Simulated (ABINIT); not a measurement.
## KI (Fm-3m): making up for missing bands

Can a closure trick stand in for empty bands in GW on KI (Fm-3m)?

Main program and level: ABINIT 10.8.3; PBE and many-body steps on it, plane waves.

## Step 1: Starting point

The structure is cubic, space group Fm-3m (No. 225). The conventional cell has a = 7.066 Å, b = 7.066 Å, c = 7.066 Å, α = 90.00°, β = 90.00°, γ = 90.00°. K has 6 I at 3.53 Å nearest. Nearest to I lie 6 K at 3.53 Å. Farther neighbours and most contacts between anions are not listed.

The cell and positions come from the Crystallography Open Database and are kept as given unless a step says otherwise. Spin-orbit coupling is left out unless a step names it.

## Step 2: Empty states on the mesh, 4×4×4 mesh, 411 bands

This step: ABINIT 10.8.3; DFT, PBE, plane waves, norm-conserving pseudopotentials.

The sums over transitions need many empty states on a uniform mesh; this step solves for them.

Input file run.abi:

```
acell 3*1.0 Angstrom
rprim 
  0.000000000000 3.532775000000 3.532775000000
  3.532775000000 0.000000000000 3.532775000000
  3.532775000000 3.532775000000 -0.000000000000
ntypat 2
znucl 19 53
natom 2
typat 1 2
xred 
  0.000000000000 0.000000000000 0.000000000000
  0.500000000000 0.500000000000 0.500000000000
pp_dirpath "pseudos"
pseudos "K.upf, I.upf"
ecut 33
ngkpt 4 4 4
nshiftk 1
shiftk 0 0 0
kptopt 1
chksymbreak 0
iscf -2
irdden 1
istwfk *1
nband 411
nbdbuf 36
tolwfr 1e-09
nstep 60
prtvol 0
indata_prefix "in"
outdata_prefix "out"
tmpdata_prefix "tmp"
```

The run is started by

```sh
OMP_NUM_THREADS=1 mpirun -n 4 abinit run.abi > log
```

Numbers of over 12 decimals in the logs are rounded to 6 here.

The program printed:

```text
.Version 10.8.3 of ABINIT. v10.8.2 released Aug 2026.

 Symmetries : space group Fm -3 m (#225); Bravais cF (face-center cubic)
[... echo of the input left out ...]
== DATASET  1 ==================================================================
-   mpi_nproc: 4, omp_nthreads: 1 (-1 if OMP is not activated)

--- !DatasetInfo
iteration_state: {dtset: 1, }
dimensions: {natom: 2, nkpt: 8, mband: 411, nsppol: 1, nspinor: 1, nspden: 1, mpw: 5434, }
cutoff_energies: {ecut:  33.0, pawecutdg:  -1.0, }
[...]
5.55162    5.55162    5.55859    5.55859    5.55859    5.56683    5.56683    5.56683
   5.57758    5.62667    5.63720    5.63745    5.63747    5.63751    5.63778    5.63787
   5.64005    5.64005    5.64034
 prteigrs : prtvol=0 or 1, do not print more k-points.

== END DATASET(S) ==============================================================
================================================================================

 -outvars: echo values of variables after computation  --------
            nband         411
             nkpt           8
          spgroup         225
 [... the other variables as echoed above ...]

 Calculation completed.
```

Wall time 5.2 min (4 MPI ranks of Arm Neoverse V1, shared host); peak memory 0.59 GiB; 21 min of CPU time.

Numbers from this step:

```yaml
gap: 3.962 eV
k_of_the_valence_top: 0, 0, 0
k_of_the_conduction_bottom: 0, 0, 0
least_direct_gap: 3.962 eV
k_points_computed: 8
lowest_point_of_the_top_converged_band_above_the_valence_top: 143.2116 eV
```

On this mesh the gap is 3.962 eV.

The density comes from a self-consistent run that is not shown.

## Step 3: Screening, 4×4×4 mesh, 375 bands, screening to 228.6 eV

The RPA dielectric matrix is built and inverted for each q.

This step: RPA screening on PBE, plane waves, norm-conserving pseudopotentials.

Changes to run.abi since step 2:

```diff
@@ -20,10 +20,11 @@
 chksymbreak 0
-iscf -2
-irdden 1
 istwfk *1
-nband 411
-nbdbuf 36
-tolwfr 1e-09
-nstep 60
-prtvol 0
+occopt 1
+irdwfk 1
+optdriver 3
+nband 375
+ecuteps 8.4
+inclvkb 2
+awtr 1
+symchi 1
 indata_prefix "in"
```

The program printed:

```text
.Version 10.8.3 of ABINIT. v10.8.2 released Aug 2026.

 Symmetries : space group Fm -3 m (#225); Bravais cF (face-center cubic)
[... echo of the input left out ...]
== DATASET  1 ==================================================================
-   mpi_nproc: 4, omp_nthreads: 1 (-1 if OMP is not activated)

--- !DatasetInfo
iteration_state: {dtset: 1, }
dimensions: {natom: 2, nkpt: 8, mband: 375, nsppol: 1, nspinor: 1, nspden: 1, mpw: 5434, }
cutoff_energies: {ecut:  33.0, pawecutdg:  -1.0, }
electrons: {nelect:   1.60000000E+01, charge:   0.00000000E+00, occopt:   1.00000000E+00, tsmear:   1.00000000E-02, }

 SCREENING: Calculation of the susceptibility and dielectric matrices

 Based on a program developped by R.W. Godby, V. Olevano, G. Onida, and L. Reining.
 Incorporated in ABINIT by V. Olevano, G.-M. Rignanese, and M. Torrent.
.Using double precision arithmetic ; gwpc =  8

[... cell and pseudopotentials left out ...]
--------------------------------------------------------------------------------

 ==== K-mesh for the wavefunctions ====
 Number of points in the irreducible wedge :     8
[... list of points left out ...]
 Together with 48 symmetry operations and time-reversal symmetry
 yields    64 points in the full Brillouin Zone.

 ==== Q-mesh for the screening function ====
 Number of points in the irreducible wedge :     8
[... list of points left out ...]
 Together with 48 symmetry operations and time-reversal symmetry
 yields    64 points in the full Brillouin Zone.

 setmesh: FFT mesh size selected  =    40x   40x   40
          total number of points  =        64000

 vcoul_init : cutoff-mode = AUXILIARY_FUNCTION
 q-points for optical limit:   1
     1)      0.000010    0.000020    0.000030

- screening: taking advantage of time-reversal symmetry
- Maximum band index for partially occupied states nbvw = 8
- Remaining bands to be divided among processors   nbcw = 367
- Number of bands treated by each node ~91

 Number of electrons calculated from density =   16.0000; Expected =   16.0000
 average of density, n =  0.026887
 r_s =    2.0707
 omega_plasma =   15.8172 [eV]

 calculating chi0 at frequencies [eV] :
  1    0.000000E+00    0.000000E+00
  2    0.000000E+00    1.581715E+01

--------------------------------------------------------------------------------
  q-point number  1        q = ( 0.000000, 0.000000, 0.000000) [r.l.u.]
--------------------------------------------------------------------------------
[... chi0 elements left out ...]
 For q-point:  0.000010 0.000020 0.000030
  dielectric constant =   2.6562
  dielectric constant without local fields =   3.2762

  Average fulfillment of the sum rule on Im[epsilon] for q-point    1 :     92.20  [%]
[... wings left out ...]
  q-point number  2        q = ( 0.250000, 0.000000, 0.000000) [r.l.u.]
--------------------------------------------------------------------------------
[... chi0 elements left out ...]
  Average fulfillment of the sum rule on Im[epsilon] for q-point    2 :     95.86  [%]

 [... 6 further q-points ...]
```

It took 5.5 min on 4 MPI ranks; peak memory 4 GiB; 22 min of CPU time.

Numbers from this step:

```yaml
eps_infinity_with_local_fields_on_this_mesh_along_the_program_s_q_direction: 2.656
the_same_without_local_fields: 3.276
plasma_frequency: 15.82 eV
plane_waves_in_the_screening_matrix: 701
```

Local fields lower ε∞ by 19 %.

## Step 4: 375 bands

The self-energy is evaluated for the states that the input lists, and the levels follow from it, in one-shot runs by the linearised quasiparticle equation.

This step: G0W0 on PBE, plane waves, norm-conserving pseudopotentials.

Changes to run.abi since step 3:

```diff
@@ -23,8 +23,15 @@
 irdwfk 1
-optdriver 3
+optdriver 4
 nband 375
+gwcalctyp 0
+ecutsigx 33
+symsigma 1
+nkptgw 1
+kptgw 
+  0.0000000000 0.0000000000 0.0000000000
+bdgw 
+  6 12
 ecuteps 8.4
-inclvkb 2
-awtr 1
-symchi 1
+irdscr 1
+ppmodel 1
 indata_prefix "in"
```

The program printed:

```text
.Version 10.8.3 of ABINIT. v10.8.2 released Aug 2026.

 Symmetries : space group Fm -3 m (#225); Bravais cF (face-center cubic)
[... echo of the input left out ...]
== DATASET  1 ==================================================================
-   mpi_nproc: 4, omp_nthreads: 1 (-1 if OMP is not activated)

--- !DatasetInfo
iteration_state: {dtset: 1, }
dimensions: {natom: 2, nkpt: 8, mband: 375, nsppol: 1, nspinor: 1, nspden: 1, mpw: 5434, }
cutoff_energies: {ecut:  33.0, pawecutdg:  -1.0, }
electrons: {nelect:   1.60000000E+01, charge:   0.00000000E+00, occopt:   1.00000000E+00, tsmear:   1.00000000E-02, }

 SIGMA: Calculation of the GW corrections

 Based on a program developped by R.W. Godby, V. Olevano, G. Onida, and L. Reining.
 Incorporated in ABINIT by V. Olevano, G.-M. Rignanese, and M. Torrent.
.Using double precision arithmetic ; gwpc =  8

[... cell and pseudopotentials left out ...]
--------------------------------------------------------------------------------

 ==== K-mesh for the wavefunctions ====
 Number of points in the irreducible wedge :     8
[... list of points left out ...]
 Together with 48 symmetry operations and time-reversal symmetry
 yields    64 points in the full Brillouin Zone.

 ==== Q-mesh for screening function ====
 Number of points in the irreducible wedge :     8
[... list of points left out ...]
 Together with 48 symmetry operations and time-reversal symmetry
 yields    64 points in the full Brillouin Zone.

 vcoul_init : cutoff-mode = AUXILIARY_FUNCTION
 q-points for optical limit:   1
     1)      0.000010    0.000020    0.000030
 setmesh: FFT mesh size selected  =    50x   50x   50
          total number of points  =       125000

 Number of electrons calculated from density =   16.0000; Expected =   16.0000
 average of density, n =  0.026887
 r_s =    2.0707
 omega_plasma =   15.8172 [eV]

 === KS Band Gaps ===
  >>>> For spin  1
   Minimum direct gap =   3.9625 [eV], located at k-point      :   0.0000  0.0000  0.0000
   Fundamental gap    =   3.9625 [eV], Top of valence bands at :   0.0000  0.0000  0.0000
                                       Bottom of conduction at :   0.0000  0.0000  0.0000
 SIGMA fundamental parameters:
 PLASMON POLE MODEL  1
 number of plane-waves for SigmaX                 5329
 number of plane-waves for SigmaC and W            701
 number of plane-waves for wavefunctions          5329
 number of bands                                   375
 number of independent spin polarizations            1
 number of spinorial components                      1
 number of k-points in IBZ                           8
 number of q-points in IBZ                           8
 number of symmetry operations                      48
 number of k-points in BZ                           64
 number of q-points in BZ                           64
 number of frequencies for dSigma/dE                 9
 frequency step for dSigma/dE [eV]                0.25
 number of omega for Sigma on real axis              0
 max omega for Sigma on real axis  [eV]           0.00
 zcut for avoiding poles [eV]                     0.10

 EPSILON^-1 parameters (SCR file):
 dimension of the eps^-1 matrix on file            701
 dimension of the eps^-1 matrix used               701
 number of plane-waves for wavefunctions          5329
 number of bands                                   375
 number of q-points in IBZ                           8
 number of frequencies                               2
 number of real frequencies                          1
 number of imag frequencies                          1

 matrix elements of self-energy operator (all in [eV])

 Perturbative Calculation

--- !SelfEnergy_ee
iteration_state: {dtset: 1, }
kpoint     : [   0.000,    0.000,    0.000, ]
spin       : 1
KS_gap     :    3.962
QP_gap     :    6.092
Delta_QP_KS:    2.129
data: !SigmaeeData |
     Band     E0 <VxcDFT>   SigX SigC(E0)      Z dSigC/dE  Sig(E)    E-E0       E
        6   0.119 -11.176 -14.233   1.015   0.808  -0.237 -12.826  -1.651  -1.532
        7   0.119 -11.176 -14.233   1.015   0.808  -0.237 -12.826  -1.651  -1.532
        8   0.119 -11.176 -14.233   1.015   0.808  -0.237 -12.826  -1.651  -1.532
        9   4.081  -6.410  -2.934  -2.913   0.850  -0.176  -5.931   0.479   4.560
       10   6.624  -7.766  -3.475  -3.098   0.843  -0.187  -6.761   1.004   7.628
       11   6.624  -7.766  -3.475  -3.098   0.843  -0.187  -6.761   1.004   7.628
       12   6.624  -7.766  -3.475  -3.098   0.843  -0.187  -6.761   1.004   7.628

== END DATASET(S) ==============================================================
================================================================================

 -outvars: echo values of variables after computation  --------
           etotal      0.0000000000E+00
            nband         375
             nkpt           8
          spgroup         225
 [... the other variables as echoed above ...]

 Calculation completed.
```

The job ended after 2.1 min (4 MPI ranks; peak memory 4.6 GiB; 8.2 min of CPU time).

Numbers from this step:

| Quantity | Value |
| --- | --- |
| G0W0 gap on the points computed | 6.092 eV |
| starting gap on the mesh | 3.962 eV |
| k of the valence top | 0, 0, 0 |
| k of the conduction bottom | 0, 0, 0 |
| Z at the valence top | 0.808 |
| Z at the conduction bottom | 0.85 |
| least direct G0W0 gap on the computed points | 6.092 eV |

The gap on the mesh goes from 3.96 eV to 6.09 eV, a correction of +2.13 eV.

## Step 5: Screening, 4×4×4 mesh, 40 bands, screening to 228.6 eV

This step: RPA screening on PBE, plane waves, norm-conserving pseudopotentials.

Changes to run.abi since step 4:

```diff
@@ -23,15 +23,8 @@
 irdwfk 1
-optdriver 4
-nband 375
-gwcalctyp 0
-ecutsigx 33
-symsigma 1
-nkptgw 1
-kptgw 
-  0.0000000000 0.0000000000 0.0000000000
-bdgw 
-  6 12
+optdriver 3
+nband 40
 ecuteps 8.4
-irdscr 1
-ppmodel 1
+inclvkb 2
+awtr 1
+symchi 1
 indata_prefix "in"
```

The program printed:

```text
.Version 10.8.3 of ABINIT. v10.8.2 released Aug 2026.

 Symmetries : space group Fm -3 m (#225); Bravais cF (face-center cubic)
[... echo of the input left out ...]
== DATASET  1 ==================================================================
-   mpi_nproc: 4, omp_nthreads: 1 (-1 if OMP is not activated)

--- !DatasetInfo
iteration_state: {dtset: 1, }
dimensions: {natom: 2, nkpt: 8, mband: 40, nsppol: 1, nspinor: 1, nspden: 1, mpw: 5434, }
cutoff_energies: {ecut:  33.0, pawecutdg:  -1.0, }
electrons: {nelect:   1.60000000E+01, charge:   0.00000000E+00, occopt:   1.00000000E+00, tsmear:   1.00000000E-02, }

 SCREENING: Calculation of the susceptibility and dielectric matrices

 Based on a program developped by R.W. Godby, V. Olevano, G. Onida, and L. Reining.
 Incorporated in ABINIT by V. Olevano, G.-M. Rignanese, and M. Torrent.
.Using double precision arithmetic ; gwpc =  8

[... cell and pseudopotentials left out ...]
--------------------------------------------------------------------------------

 ==== K-mesh for the wavefunctions ====
 Number of points in the irreducible wedge :     8
[... list of points left out ...]
 Together with 48 symmetry operations and time-reversal symmetry
 yields    64 points in the full Brillouin Zone.

 ==== Q-mesh for the screening function ====
 Number of points in the irreducible wedge :     8
[... list of points left out ...]
 Together with 48 symmetry operations and time-reversal symmetry
 yields    64 points in the full Brillouin Zone.

 setmesh: FFT mesh size selected  =    40x   40x   40
          total number of points  =        64000

 vcoul_init : cutoff-mode = AUXILIARY_FUNCTION
 q-points for optical limit:   1
     1)      0.000010    0.000020    0.000030

- screening: taking advantage of time-reversal symmetry
- Maximum band index for partially occupied states nbvw = 8
- Remaining bands to be divided among processors   nbcw = 32
- Number of bands treated by each node ~8

 Number of electrons calculated from density =   16.0000; Expected =   16.0000
 average of density, n =  0.026887
 r_s =    2.0707
 omega_plasma =   15.8172 [eV]

 calculating chi0 at frequencies [eV] :
  1    0.000000E+00    0.000000E+00
  2    0.000000E+00    1.581715E+01

--------------------------------------------------------------------------------
  q-point number  1        q = ( 0.000000, 0.000000, 0.000000) [r.l.u.]
--------------------------------------------------------------------------------
[... chi0 elements left out ...]
 For q-point:  0.000010 0.000020 0.000030
  dielectric constant =   2.6465
  dielectric constant without local fields =   3.2691

  Average fulfillment of the sum rule on Im[epsilon] for q-point    1 :     54.22  [%]
[... wings left out ...]
  q-point number  2        q = ( 0.250000, 0.000000, 0.000000) [r.l.u.]
--------------------------------------------------------------------------------
[... chi0 elements left out ...]
  Average fulfillment of the sum rule on Im[epsilon] for q-point    2 :     76.20  [%]

 [... 6 further q-points ...]
```

Wall time 32 s (4 MPI ranks); peak memory 1.1 GiB.

This step gave:

| Quantity | Value |
| --- | --- |
| ε∞ with local fields, on this mesh, along the program's q direction | 2.647 |
| the same without local fields | 3.269 |
| plasma frequency | 15.82 eV |
| plane waves in the screening matrix | 701 |

## Step 6: 40 bands

This step: G0W0 on PBE, plane waves, norm-conserving pseudopotentials.

Changes to run.abi since step 5:

```diff
@@ -23,8 +23,15 @@
 irdwfk 1
-optdriver 3
+optdriver 4
 nband 40
+gwcalctyp 0
+ecutsigx 33
+symsigma 1
+nkptgw 1
+kptgw 
+  0.0000000000 0.0000000000 0.0000000000
+bdgw 
+  6 12
 ecuteps 8.4
-inclvkb 2
-awtr 1
-symchi 1
+irdscr 1
+ppmodel 1
 indata_prefix "in"
```

The program printed:

```text
.Version 10.8.3 of ABINIT. v10.8.2 released Aug 2026.

 Symmetries : space group Fm -3 m (#225); Bravais cF (face-center cubic)
[... echo of the input left out ...]
== DATASET  1 ==================================================================
-   mpi_nproc: 4, omp_nthreads: 1 (-1 if OMP is not activated)

--- !DatasetInfo
iteration_state: {dtset: 1, }
dimensions: {natom: 2, nkpt: 8, mband: 40, nsppol: 1, nspinor: 1, nspden: 1, mpw: 5434, }
cutoff_energies: {ecut:  33.0, pawecutdg:  -1.0, }
electrons: {nelect:   1.60000000E+01, charge:   0.00000000E+00, occopt:   1.00000000E+00, tsmear:   1.00000000E-02, }

 SIGMA: Calculation of the GW corrections

 Based on a program developped by R.W. Godby, V. Olevano, G. Onida, and L. Reining.
 Incorporated in ABINIT by V. Olevano, G.-M. Rignanese, and M. Torrent.
.Using double precision arithmetic ; gwpc =  8

[... cell and pseudopotentials left out ...]
--------------------------------------------------------------------------------

 ==== K-mesh for the wavefunctions ====
 Number of points in the irreducible wedge :     8
[... list of points left out ...]
 Together with 48 symmetry operations and time-reversal symmetry
 yields    64 points in the full Brillouin Zone.

 ==== Q-mesh for screening function ====
 Number of points in the irreducible wedge :     8
[... list of points left out ...]
 Together with 48 symmetry operations and time-reversal symmetry
 yields    64 points in the full Brillouin Zone.

 vcoul_init : cutoff-mode = AUXILIARY_FUNCTION
 q-points for optical limit:   1
     1)      0.000010    0.000020    0.000030
 setmesh: FFT mesh size selected  =    50x   50x   50
          total number of points  =       125000

 Number of electrons calculated from density =   16.0000; Expected =   16.0000
[...]
number of q-points in BZ                           64
 number of frequencies for dSigma/dE                 9
 frequency step for dSigma/dE [eV]                0.25
 number of omega for Sigma on real axis              0
 max omega for Sigma on real axis  [eV]           0.00
 zcut for avoiding poles [eV]                     0.10

 EPSILON^-1 parameters (SCR file):
 dimension of the eps^-1 matrix on file            701
 dimension of the eps^-1 matrix used               701
 number of plane-waves for wavefunctions          5329
 number of bands                                    40
 number of q-points in IBZ                           8
 number of frequencies                               2
 number of real frequencies                          1
 number of imag frequencies                          1

 matrix elements of self-energy operator (all in [eV])

 Perturbative Calculation

--- !SelfEnergy_ee
iteration_state: {dtset: 1, }
kpoint     : [   0.000,    0.000,    0.000, ]
spin       : 1
KS_gap     :    3.962
QP_gap     :    5.770
Delta_QP_KS:    1.807
data: !SigmaeeData |
     Band     E0 <VxcDFT>   SigX SigC(E0)      Z dSigC/dE  Sig(E)    E-E0       E
        6   0.119 -11.176 -14.233   1.845   0.816  -0.225 -12.165  -0.989  -0.871
        7   0.119 -11.176 -14.233   1.845   0.816  -0.225 -12.165  -0.989  -0.871
        8   0.119 -11.176 -14.233   1.845   0.816  -0.225 -12.165  -0.989  -0.871
        9   4.081  -6.410  -2.934  -2.520   0.855  -0.169  -5.592   0.818   4.899
       10   6.624  -7.766  -3.475  -2.519   0.849  -0.178  -6.262   1.503   8.127
       11   6.624  -7.766  -3.475  -2.519   0.849  -0.178  -6.262   1.503   8.127
       12   6.624  -7.766  -3.475  -2.519   0.849  -0.178  -6.262   1.503   8.127

== END DATASET(S) ==============================================================
================================================================================

 -outvars: echo values of variables after computation  --------
           etotal      0.0000000000E+00
            nband          40
             nkpt           8
          spgroup         225
 [... the other variables as echoed above ...]

 Calculation completed.
```

It took 16 s on 4 MPI ranks; peak memory 1.8 GiB.

Numbers from this step:

| Item | Value |
| --- | --- |
| G0W0 gap on the points computed | 5.77 eV |
| starting gap on the mesh | 3.962 eV |
| k of the valence top | 0, 0, 0 |
| k of the conduction bottom | 0, 0, 0 |
| Z at the valence top | 0.816 |
| Z at the conduction bottom | 0.855 |
| least direct G0W0 gap on the computed points | 5.77 eV |

Against G0W0 in ABINIT (4×4×4 mesh, 375 bands, screening to 228.6 eV, Godby-Needs plasmon pole), the gap moves by −0.322 eV.

(Part 1 of 2 ends here.)

[Paths, hosts, dates, memory and timing lines, banners, echoed tables and standing remarks are left out of the program output.]

[Logs are printed without paths, hosts, clocks, repeated set-up lines and the standing remarks that a program may print on its own settings, such as how far it seeks lower states.]

[Runs of the session that timed out or met a known fault of the program may be left out.]

[Hosts, paths, dates, database ids (printed as entryN), source tags and the programs' standing remarks are cut or masked in the printed files.]

[G0W0 gaps are taken among the corrected bands and points alone; a level outside them can change the order at an edge.]

[Where Ansatz stands beside ABINIT at settings called matched, ABINIT's density can come from a denser mesh and the files from another edition; pairs whose starting gaps differed by over 0.03 eV were left out, so agreement reads better than it is.]
